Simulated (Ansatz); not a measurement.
**Hf2Si: enthalpy under pressure, worked through**

The calculation used Ansatz 0.2.0, DFT PBEsol, scalar-relativistic, plane waves, PAW. (420 eV cutoff, 10×10×10 k-mesh, Gaussian smearing of 0.10 eV, no spin polarisation)

Starting point, cell and atoms relaxed:

```
CELL_PARAMETERS angstrom
-3.25533 3.25533 2.57161
3.25533 -3.25533 2.57161
3.25533 3.25533 -2.57161
ATOMIC_POSITIONS crystal
Hf 0.84325 0.65675 0.50000
Hf 0.34325 0.84325 0.18651
Hf 0.15675 0.34325 0.50000
Hf 0.65675 0.15675 0.81349
Si 0.75000 0.75000 0.00000
Si 0.25000 0.25000 0.00000
```

Cell and atoms were relaxed at each target pressure within the start's symmetry (I4/mcm), at zero temperature; other phases can be more stable under pressure. H = E + PV with P the target; E is the free energy at the smearing used, whose derivative the pressure is, per atom and counted from zero pressure.

Spin–orbit coupling is left out, which can shift energies with elements as heavy as these.

| P (GPa) | V (Å³/atom) | E − E0 (meV) | H − H0 (meV) |
| --- | --- | --- | --- |
| 0 | 18.168 | 0.0 | 0.0 |
| 1 | 18.048 | 0.4 | 113.0 |
| 4 | 17.708 | 5.6 | 447.7 |
| 12 | 16.928 | 43.9 | 1311.8 |
| 25 | 15.926 | 157.8 | 2642.8 |
| 50 | 14.522 | 479.6 | 5011.7 |
| 90 | 13.017 | 1123.8 | 8435.8 |

Thermodynamics gives dH/dP = V along a relaxed path. Integrate V over P by the trapezoid rule and compare with the computed enthalpies.

With 1 eV/Å³ = 160.22 GPa, each step adds the mean volume times ΔP / 160.22:
| P (GPa) | ∫V dP (meV) | H − H0 (meV) | difference (meV) |
| --- | --- | --- | --- |
| 1 | 113.0 | 113.0 | 0.0 |
| 4 | 447.8 | 447.7 | 0.1 |
| 12 | 1312.5 | 1311.8 | 0.7 |
| 25 | 2645.4 | 2642.8 | 2.6 |
| 50 | 5020.9 | 5011.7 | 9.2 |
| 90 | 8458.6 | 8435.8 | 22.8 |

V(P) curves upward, so the trapezoid rule runs high; integrating a smooth curve through the same points puts that excess at about 22.6 meV at 90 GPa, against the 22.8 meV found.

At 90 GPa, how much of the enthalpy change is stored energy and how much is the PV term?

E rises by 1124 meV/atom and PV is 90 × 13.017 / 160.22 = 7312 meV/atom, so PV makes 87 % of ΔH. So between rival structures at high pressure a small difference in volume can outweigh the difference in energy: 1 % of this volume is worth 73.1 meV/atom at this pressure.

What bulk modulus do the lowest pressures give?

From the pressures that the runs reached, -1.00 GPa (18.292 Å³) and 0.99 GPa (18.048 Å³), B = −ΔP/Δln V = 1.99 / 0.0134 = 149 GPa, a mean over that range.